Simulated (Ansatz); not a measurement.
# LiH (Fm-3m): the dielectric response by several routes

How strongly does LiH (Fm-3m) screen? Routes: perturbation theory, a sum over states and the RPA step of G0W0.

Method: linear response on PBE, plane waves, PAW, in Ansatz 0.2.0.

The database entry behind the starting cell differs from later determinations by our own check (the deuteride, about 0.2 % short), so it need not match the best structure at ambient conditions.

## 1. The starting structure

It takes space group Fm-3m (No. 225, cubic). Conventional cell: a = 4.074 Å, b = 4.074 Å, c = 4.074 Å, α = 90.00°, β = 90.00°, γ = 90.00°. Nearest to Li lie 6 H at 2.04 Å. H has 6 Li at 2.04 Å nearest. Farther neighbours are not listed.

The cell and positions come from the Crystallography Open Database and are kept as given unless a step says otherwise. The default PAW set here is soft_2. Its files were made with PBE.

## 2. Response to a homogeneous field

The response to a uniform field gives ε∞, a yardstick for the screening that GW builds on its mesh.

This step: dielectric response by perturbation theory, PBE, plane waves, PAW.

input.yaml

```yaml
crystal:
  lattice:
    - [0.0, 2.03675, 2.03675]
    - [2.03675, 0.0, 2.03675]
    - [2.03675, 2.03675, 0.0]
  atoms:
    - { symbol: Li, position: [0.0, 0.0, 0.0] }
    - { symbol: H, position: [0.5, 0.5, 0.5] }
kpoints:
  mp_grid: { grid: [8, 8, 8] }
hamiltonian:
  xc: pbe
scf:
  occupations: { method: fixed }
dielectric: {}
```

Command:

```sh
$ ansatz run input.yaml --threads 3 --pin off --max-ram 92160MiB --backend cuda --events-out ev --progress --plain --runs-dir out --devices 1 --max-vram 13GiB  # rebuilt from the run's record
```

Numbers of over 12 decimals in the logs are rounded to 6 here.

Output:

```text
GPUs: using 1 of 1 available (devices: 1).
Engine: ansatz 0.2.0, x86_64-unknown-linux-gnu
Pseudopotentials: kind: paw
Pseudopotential: Li, paw, valence charge 3, recommended cutoff 420 eV (normal), Li.paw.azcp
Pseudopotential: H, paw, valence charge 1, recommended cutoff 420 eV (normal), H.paw.azcp
Functional definition: PBE
  parameter kappa = 0.804
  parameter beta = 0.066725
  exchange = pbe_x(kappa = kappa, mu = beta*pi^2/3)
  correlation = pbe_c(beta = beta)
device memory: the entry about to start is reckoned to put 0.7 GiB on a device that reports 43.8 GiB free (of which the cap on the GPU budget leaves the run 13.0 GiB)
GPU FFT provider: cuFFT
GPU libraries: cuBLAS 13.8.2, cuFFT 12.4.0, cuSOLVER 12.3.4
Crystal: 2 atoms, lattice volume = 16.898 Å³
Basis set: ecut = 420 eV, 331 PW (Γ), exchange–correlation on 40×40×40 points (8 copies of the dense FFT grid, shifted against one another)
Bands: 6, of which v1, the nominal top of the filled ones, is band 2 counted from 1 (1 counted from 0)
Symmetry: 48 space group operations
k-points: 59 of 512 (irreducible under 8 space group operations, time reversal used)
Non-local potential: Li, projectors of the file, l = 0: 3, l = 1: 2, l = 2: 1
Non-local potential: H, projectors of the file, l = 0: 2, l = 1: 1
PAW form: soft (Blöchl's): semilocal exchange-correlation on the pseudo side does not see the compensation charge
PAW one-centre angular grid: Li, 110 points (default); XC on 64 Gauss nodes
PAW one-centre angular grid: H, 110 points (default); XC on 64 Gauss nodes
Initial density: superposition of atomic densities (neutral atoms: chi_scale 0, normalization atom), corrected by the library's trained network
Initial wavefunctions: pseudopotential atomic-orbital guess
GPU buffer pool allocated for 8000 grid points (all kernels)
GPU transforms: local potential and band sums: pruned to the plane-wave sphere, on 20×20×20
Functional: x = pbe(κ = 0.804, μ = 0.219515), c = pbe(β = 0.066725)
SCF iter   1: F=—  HF=-221.387290 eV  |F-HF|=—  |Δ(HF+E_count)|=         —  Δρ=9.15e-4  dr2=7.02e-5  ethr=1.77e-3  ⟨swp⟩=4.0  Hψ=2730  notcnv=0  defer=102
preconditioner: auto → none  [insulator: Δε(μ)=3.006 eV  Ē_g=13.715 eV  n_scr=0 (ndim 8)  ℏωp=12.8 eV  f_vac=0.000  ε∞_Penn≈1.9]
SCF iter   2: F=—  HF=-221.387312 eV  |F-HF|=—  |Δ(HF+E_count)|=   2.19e-5  Δρ=3.81e-4  dr2=1.05e-5  ethr=1.76e-6  ⟨swp⟩=2.0  Hψ=951  notcnv=0  defer=108
SCF iter   3: F=—  HF=-221.387330 eV  |F-HF|=—  |Δ(HF+E_count)|=   1.83e-5  Δρ=6.00e-5  dr2=3.69e-7  ethr=2.63e-7  ⟨swp⟩=2.1  Hψ=523  notcnv=0  defer=101
SCF iter   4: F=—  HF=-221.387351 eV  |F-HF|=—  |Δ(HF+E_count)|=   2.03e-5  Δρ=3.48e-6  dr2=8.53e-10  ethr=9.24e-9  ⟨swp⟩=2.0  Hψ=413  notcnv=0
iter 5 did not close the SCF: its close was put off for the readings that it lacked (scf_convergence_deferred on its scf_iter line)
SCF iter   5: F=-221.387351 eV  HF=-221.387351 eV  |F-HF|=5.21e-11  |Δ(HF+E_count)|=  9.40e-11  Δρ=5.77e-7  dr2=4.32e-11  ethr=2.13e-11  ⟨swp⟩=2.2  Hψ=467  notcnv=0
SCF iter   6: F=-221.387351 eV  HF=-221.387351 eV  |F-HF|=7.39e-13  |Δ(HF+E_count)|=  6.09e-11  Δρ=9.58e-8  dr2=1.52e-12  ethr=1.08e-12  ⟨swp⟩=2.1  Hψ=1669  notcnv=0
SCF 1 converged in 6 iterations: F = -221.387351 eV  dr2 = 1.52e-12
  greatest PAW one-centre occupation: 1.000 electrons in one spin orbital (limit 2), on the Li atom at site 0 (counted from 0), in its partial waves of l = 0
the response reads at least the filled bands of the reference SCF and the lowest empty band at each k-point, and that SCF's band table does not vouch for those bands. The notice of the band table in this run's record says why
device memory: the entry about to start is reckoned to put 0.1 GiB on a device that reports 41.8 GiB free (of which the cap on the GPU budget leaves the run 13.0 GiB)
device memory: the entry about to start is reckoned to put 0.6 GiB on a device that reports 41.8 GiB free (of which the cap on the GPU budget leaves the run 13.0 GiB)
DFPT response loops at Γ: preconditioner auto → none (the input reference at scf.mixing.eps_inf says where Resta's filter doesn't serve); β = 0.50; Broyden in place of MSR1
── the response to a field inside a basis, on 10×10×10 k-points: an SCF that follows is theirs, and a resumed run solves both again ──
device memory: the entry about to start is reckoned to put 0.1 GiB on a device that reports 41.7 GiB free (of which the cap on the GPU budget leaves the run 13.0 GiB)
GPU FFT provider: cuFFT
GPU libraries: cuBLAS 13.8.2, cuFFT 12.4.0, cuSOLVER 12.3.4
Bands: 3, of which v1, the nominal top of the filled ones, is band 2 counted from 1 (1 counted from 0)
k-points: 110 of 1000 (irreducible under 12 space group operations)
Initial density: handed on by an earlier stage of this run
Initial wavefunctions: pseudopotential atomic-orbital guess (no wavefunctions were taken with the density)
GPU buffer pool allocated for 8000 grid points (all kernels)
GPU transforms: band sums: pruned to the plane-wave sphere, on 20×20×20
Eigensolver: Dense (110 Hₖ)
SCF iter   1: F=—  HF=-221.387848 eV  |F-HF|=—  |Δ(HF+E_count)|=         —  Δρ=2.66e-4  dr2=1.57e-6  ethr=1.00e-1
preconditioner: auto → none  [insulator: Δε(μ)=3.379 eV  Ē_g=8.844 eV  n_scr=0 (ndim 8)  ℏωp=12.8 eV  f_vac=0.000  ε∞_Penn≈3.1]
SCF iter   2: F=—  HF=-221.387851 eV  |F-HF|=—  |Δ(HF+E_count)|=   3.34e-6  Δρ=1.36e-4  dr2=4.08e-7  ethr=3.92e-8
SCF iter   3: F=-221.387852 eV  HF=-221.387852 eV  |F-HF|=1.17e-9  |Δ(HF+E_count)|=   1.30e-6  Δρ=4.02e-6  dr2=3.66e-10  ethr=1.02e-8
SCF 1 converged in 3 iterations: F = -221.387852 eV  dr2 = 3.66e-10
device memory: the entry about to start is reckoned to put 0.1 GiB on a device that reports 41.7 GiB free (of which the cap on the GPU budget leaves the run 13.0 GiB)
device memory: the entry about to start is reckoned to put 0.2 GiB on a device that reports 41.7 GiB free (of which the cap on the GPU budget leaves the run 13.0 GiB)
DFPT response loops at Γ: mixed as the last ones told, above
SCF converged after 6 iterations
Free energy (F): -221.387351 eV
Harris-Foulkes:  -221.387351 eV  (|F-HF|=7.39e-13)
Internal energy: -221.387351 eV  (E = F + TS)
E sigma→0 (E₀):  -221.387351 eV
Fermi energy:    0.484806 eV
--- Per-component energies (eV) ---
  E_band       = -91.086879
  E_kinetic    = 35.604960
  E_local      = -126.380904  (includes V_loc(G=0)·N_el)
  E_nonlocal   = -31.778696
  E_hartree    = 35.368548
  E_xc         = -20.073501
  E_vxc        = -25.907416  (∫ρ·V_xc dr)
  E_paw        = -21.533811  (= ΣΔE_a)
  E_vpaw       = -13.360892  (= ΣTr[D̂ρ^β])
  E_aug_tail   = -0.001031  (compensation charges beyond the density's cutoff)
  E_ewald      = -92.592916
  E_smearing   = -0.000000  (= −TS)
  E_closure    = 0.000000  (closes the sum)
  Σ components = -221.387351   (vs F -221.387351, Δ=0.00e0)
--- Band table (eV; the first three rows and the last of 59) ---
  k-point 0: bands = ["-43.8335", "-4.7738", "15.9632", "17.8813", "17.8813", "17.8813"]
  k-point 1: bands = ["-43.8279", "-4.5024", "13.9140", "16.5412", "17.3567", "17.3567"]
  k-point 2: bands = ["-43.8143", "-3.7244", "9.9438", "15.0837", "16.6897", "16.6897"]
  k-point 58: bands = ["-43.7831", "0.2804", "5.7172", "5.7172", "11.8821", "17.6003"]
--- Dielectric response (ions clamped): 3 representative field directions + reference, inside a basis on a mesh of 1000 k-points (Σ response iterations 9) ---
  ε∞ (high-frequency dielectric tensor):
        4.292836     0.000000     0.000000
        0.000000     4.292836     0.000000
        0.000000     0.000000     4.292836
  Born effective charges Z* (e; rows j = field, columns β = displacement):
    site 0:
         1.02450    0.00000   -0.00000
        -0.00000    1.02450   -0.00000
        -0.00000   -0.00000    1.02450
    site 1:
        -1.02450   -0.00000    0.00000
         0.00000   -1.02450    0.00000
         0.00000    0.00000   -1.02450
  Z* charge neutrality: 2.603e-4 e pre-enforcement
  solved inside a basis spanned on kpoints, on 10×10×10 k-points, its susceptibility summed on 12×12×12: ε∞ is read to err by 1.9e-2, Z* by 9.2e-3 e (field_mesh: kpoints solves on kpoints); Z* is corrected for what the basis lacks
```

The job ended after 8.2 s (1 × NVIDIA H100 80GB HBM3 (shared by 6 runs) with 3 threads of AMD EPYC 7R13 (Zen 3), shared host; peak memory 0.99 GiB; 15 s of CPU time).

Reading the cycles: dr2 is the Hartree energy of the density residual (eV), the measure of convergence; HF is the Harris–Foulkes estimate of the energy, which meets the free energy F at convergence.

Numbers from this step:

- stated error of ε∞: 0.019

One over ε∞ averages 0.23, near the quarter of exact exchange in PBE0.

High-frequency dielectric tensor:

```
4.29 0.00 0.00
0.00 4.29 0.00
0.00 0.00 4.29
```

Born effective charge (e), principal values of the symmetric part by kind of site:

| atom | atoms with these values | low | middle | high | mean |
| --- | --- | --- | --- | --- | --- |
| Li1 | 1 | 1.02 | 1.02 | 1.02 | 1.02 |
| H2 | 1 | -1.02 | -1.02 | -1.02 | -1.02 |

In full for Li1:

```
1.02 0.00 0.00
0.00 1.02 0.00
0.00 0.00 1.02
```

## 3. Independent-particle spectrum

The independent-particle spectrum shows where the oscillator strength lies, before excitons and local fields.

This step: independent-particle optics on PBE, plane waves, PAW.

input.yaml, the sections that differ from step 2:

```yaml
kpoints:
  mp_grid: { grid: [10, 10, 10] }
scf:
  occupations: { method: fixed }
  n_extra_bands: 12
output:
  optics: { e_range: [0, 25], de: 0.1, sigma: 0.2 }
# crystal, hamiltonian: as in step 2
# dielectric: removed
```

Output:

```text
[...]
GPUs: using 1 of 1 available (devices: 1).
[...]
GPU FFT provider: cuFFT
GPU libraries: cuBLAS 13.8.2, cuFFT 12.4.0, cuSOLVER 12.3.4
Crystal: 2 atoms, lattice volume = 16.898 Å³
Basis set: ecut = 420 eV, 331 PW (Γ)
Bands: 14, of which v1, the nominal top of the filled ones, is band 2 counted from 1 (1 counted from 0)
[... 1 set-up line as in the run before ...]
[...]
k-points: 47 of 1000
[...]
GPU buffer pool allocated for 8000 grid points (all kernels)
[...]
SCF iter   1: F=—  HF=-221.387353 eV  |F-HF|=—  |Δ(HF+E_count)|=         —  Δρ=9.28e-4  dr2=7.28e-5  ethr=1.77e-3  ⟨swp⟩=4.2  Hψ=3271  notcnv=0  defer=280
[...]
SCF iter   6: F=-221.387418 eV  HF=-221.387418 eV  |F-HF|=1.79e-12  |Δ(HF+E_count)|=  6.57e-11  Δρ=1.23e-7  dr2=2.35e-12  ethr=1.00e-12  ⟨swp⟩=5.7  Hψ=3013  notcnv=0
SCF 1 converged in 6 iterations: F = -221.387418 eV  dr2 = 2.35e-12
[...]
Optics k sum: 0 of 47 k-points
Optics k sum: 3 of 47 k-points
[...]
Optics k sum: 47 of 47 k-points
[...]
SCF converged after 6 iterations
Free energy (F): -221.387418 eV
[...]
Internal energy: -221.387418 eV  (E = F + TS)
E sigma→0 (E₀):  -221.387418 eV
Fermi energy:    0.484612 eV
[...]
--- Band table (eV; the first three rows and the last of 47) ---
  k-point 0: bands = [-43.8334, -4.7739, 15.9629, 17.8814, 17.8814, 17.8814, ... 8 higher]
  k-point 1: bands = [-43.8298, -4.5997, 14.6160, 16.8763, 17.5123, 17.5123, ... 8 higher]
  k-point 2: bands = [-43.8202, -4.0899, 11.5251, 15.6231, 16.9129, 16.9129, ... 8 higher]
  k-point 46: bands = [-43.7830, 0.2989, 4.9236, 6.6799, 11.8033, 17.5356, ... 8 higher]
```

Elapsed: 6.2 s, on 1 × NVIDIA H100 80GB HBM3 (shared by 6 runs) with 3 threads; peak memory 0.95 GiB; 10 s of CPU time.

This step gave:

```
ε∞ without local fields (xx, yy, zz)                                   : 4.351, 4.351, 4.351
electrons in the f-sum (xx, yy, zz)                                    : 2.914, 2.914, 2.914
bands in the explicit sum (the static value is completed to all bands) : 14
```

The sum gives ε∞ = 4.35 without local fields.

Independent particles, no local fields, Gaussian width 0.2 eV. The ε₂, xx=yy=zz by photon energy; read off at these points:

photon energy (eV), ε₂, xx=yy=zz and a bar:
```
     2.50       0.00 
     3.00       0.91 ####
     3.50       3.74 #################
     4.00       4.11 ##################
     4.50       4.08 ##################
     5.00       4.07 ##################
     5.50       4.41 ####################
     6.00       5.11 #######################
     6.50       5.95 ##########################
     7.00       6.75 ##############################
     7.10       6.78 ##############################
     7.50       5.07 ######################
     8.00       3.94 #################
     8.50       2.82 ############
     9.00       2.07 #########
     9.50       1.56 #######
    10.00       1.20 #####
    10.50       0.97 ####
    11.00       1.03 #####
    11.50       1.08 #####
    12.00       0.98 ####
    12.50       0.79 ####
    13.00       0.65 ###
    13.50       0.53 ##
    14.00       0.44 ##
    14.50       0.36 ##
    15.00       0.30 #
    15.50       0.25 #
    16.00       0.22 #
    16.50       0.19 #
    17.00       0.18 #
    17.50       0.17 #
    18.00       0.15 #
    18.50       0.12 #
    19.00       0.11 
    19.50       0.09 
    20.00       0.08 
    20.50       0.07 
    21.00       0.07 
    21.50       0.07 
    22.00       0.07 
    22.50       0.09 
    23.00       0.06 
    23.50       0.04 
    24.00       0.06 
    24.50       0.06 
    25.00       0.04
```

Independent particles, no local fields, Gaussian width 0.2 eV. Table of loss function, xx=yy=zz by photon energy; read off at these points:

photon energy (eV), loss function, xx=yy=zz and a bar:
```
      2.5       0.00 
      3.0       0.02 
      3.5       0.07 #
      4.0       0.10 #
      4.5       0.12 #
      5.0       0.13 #
      5.5       0.13 #
      6.0       0.13 #
      6.5       0.14 #
      7.0       0.15 #
      7.5       0.18 ##
      8.0       0.22 ##
      8.5       0.27 ###
      9.0       0.33 ###
      9.5       0.43 ####
     10.0       0.57 ######
     10.5       0.84 ########
     11.0       0.92 #########
     11.5       0.90 #########
     12.0       0.93 #########
     12.5       1.12 ###########
     13.0       1.39 ##############
     13.5       1.76 ##################
     14.0       2.24 ######################
     14.5       2.74 ###########################
     15.0       3.00 ##############################
     15.5       2.77 ############################
     16.0       2.12 #####################
     16.5       1.53 ###############
     17.0       1.15 ############
     17.5       0.93 #########
     18.0       0.76 ########
     18.5       0.58 ######
     19.0       0.43 ####
     19.5       0.33 ###
     20.0       0.26 ###
     20.5       0.21 ##
     21.0       0.17 ##
     21.5       0.17 ##
     22.0       0.17 ##
     22.5       0.19 ##
     23.0       0.13 #
     23.5       0.09 #
     24.0       0.12 #
     24.5       0.12 #
     25.0       0.08 #
```

## 4. RPA screening from the G0W0 run

G0W0 replaces the xc potential by the self-energy, built once from these orbitals. Only a window of levels is corrected, while the sums run over the empty bands that the input names.

This step: G0W0 on PBE, plane waves, PAW.

input.yaml, the sections that differ from step 3:

```yaml
kpoints:
  mp_grid: { grid: [6, 6, 6] }
scf:
  occupations: { method: fixed }
gw:
  n_empty_bands: 108
  ecut_chi: 200.0
  qp_bands: [v2, c2]
  qp_kpoints: band_edges
  screening: { model: contour_deformation }
# crystal, hamiltonian: as in step 3
# output: removed
```

Output:

```text
GPUs: using 1 of 1 available (devices: 1).
[...]
GPU FFT provider: cuFFT
GPU libraries: cuBLAS 13.8.2, cuFFT 12.4.0, cuSOLVER 12.3.4
Crystal: 2 atoms, lattice volume = 16.898 Å³
Basis set: ecut = 420 eV, 331 PW (Γ)
Bands: 6, of which v1, the nominal top of the filled ones, is band 2 counted from 1 (1 counted from 0)
[... 1 set-up line as in the run before ...]
[...]
k-points: 16 of 216
[...]
12     3      3.5049    -3.6287    -3.5106    -7.6097  0.7985     3.9784     3.9752  root
    12     4     11.0677    -2.6164    -4.8950    -8.1689  0.7483    11.7325    11.7252  root
    15     1    -43.7842   -44.6683     9.2381   -28.9395  0.7390   -51.1488   -50.2749  root ?
    15     2      0.3317   -14.5565     1.9867   -11.1757  0.7551    -1.1019    -1.0624  root
    15     3      4.4917    -3.3645    -3.7506    -7.6245  0.7945     5.0053     5.0011  root
    15     4      7.4119    -2.7986    -4.3406    -7.6980  0.7727     7.9776     7.9706  root
[key lines of the parts left out:]
SCF converged after 6 iterations
Free energy (F): -221.386559 eV
Fermi energy:    0.486615 eV
```

It took 15 s on 1 × NVIDIA H100 80GB HBM3 (shared by 6 runs) with 3 threads; peak memory 1 GiB.

Numbers from this step:

| Quantity | Value |
| --- | --- |
| bands summed | 110 |
| RPA ε∞ on this mesh (eigenvalues) | 4.185, 4.185, 4.185 |
| plane waves in the screening matrix | 113 |
| G0W0 gap on the mesh | 4.885 eV |
| k of the valence top | 0, -0.5, -0.5 |
| k of the conduction bottom | 0, -0.5, -0.5 |
| starting gap on the mesh | 3.018 eV |
| least direct G0W0 gap on the computed points | 4.885 eV |

The gap on the mesh goes from 3.02 eV to 4.89 eV, a correction of +1.87 eV. Between the two edge states, bare exchange in place of the xc potential would open the gap by 7.32 eV, and correlation takes back 5.45 eV.

Mean over the mesh in bins of 0.25 1/Å. The static inverse dielectric function, diagonal by length of q+G:

length of q+G (Å⁻¹), static inverse dielectric function, diagonal and a bar from the least value:
```
     0.47      0.318 
     0.81      0.398 ####
     1.06      0.461 ######
     1.26      0.512 #########
     1.52      0.573 ###########
     1.76      0.630 ##############
     2.02      0.685 ################
     2.28      0.737 ###################
     2.54      0.786 #####################
     2.75      0.822 ######################
     3.01      0.862 ########################
     3.27      0.893 #########################
     3.50      0.914 ##########################
     3.75      0.932 ###########################
     4.01      0.945 ############################
     4.23      0.955 ############################
     4.49      0.963 #############################
     4.75      0.970 #############################
     5.01      0.975 #############################
     5.26      0.979 #############################
     5.50      0.982 #############################
     5.74      0.985 ##############################
     5.99      0.987 ##############################
     6.26      0.989 ##############################
     6.52      0.991 ##############################
     6.76      0.993 ##############################
     6.99      0.994 ##############################
     7.18      0.995 ##############################
```

## 5. The values together

Times are wall times on 1 × NVIDIA H100 80GB HBM3 (shared by 6 runs) with 3 threads of AMD EPYC 7R13 (Zen 3), shared host, good to a factor of about two.

| method | mesh | ε∞, low | middle | high | mean | time |
| --- | --- | --- | --- | --- | --- | --- |
| perturbation theory (local fields and xc kernel) | 8×8×8 (response on 1000 points) | 4.29 | 4.29 | 4.29 | 4.29 | 8.2 s |
| sum over states (no local fields) | 10×10×10 | 4.35 | 4.35 | 4.35 | 4.35 | 6.2 s |
| RPA with local fields, on the GW mesh | 6×6×6 | 4.19 | 4.19 | 4.19 | 4.19 | 15 s |

## 6. Results

| Quantity | Value |
| --- | --- |
| perturbation theory (local fields and xc kernel) | 4.29, 4.29, 4.29 |
| sum over states (no local fields) | 4.35, 4.35, 4.35 |
| RPA with local fields, on the GW mesh | 4.19, 4.19, 4.19 |

What this shows: Mean Born effective charge: Li1 1.02, H2 -1.02 e. The ε₂, xx=yy=zz has its highest peak at 7.1 eV. The loss function, xx=yy=zz has its highest peak at 15 eV. The sum without local fields gives 4.35 in the mean against 4.29 by perturbation theory; local fields lower ε∞ and the xc kernel gives part of it back, though the sum also carries the error of its own mesh. The RPA values on the 6×6×6 mesh average 0.97 times those of perturbation theory (means 4.19 and 4.29). Without the xc kernel RPA should lie a little lower, and the mean does, by little. PBE usually puts the gap too low, which tends to raise ε∞. Ions are clamped, so the lattice part of the static constant is not in these numbers.

[Paths, hosts, dates, memory and timing lines, banners, echoed tables and standing remarks are left out of the program output.]

[Logs are printed without paths, hosts, clocks, repeated set-up lines and the standing remarks that a program may print on its own settings, such as how far it seeks lower states.]

[Runs of the session that timed out or met a known fault of the program may be left out.]

[Cells called generated may have been cut or substituted from an entry of the Crystallography Open Database or the Materials Project.]

[Hosts, paths, dates, database ids (printed as entryN), source tags and the programs' standing remarks are cut or masked in the printed files.]
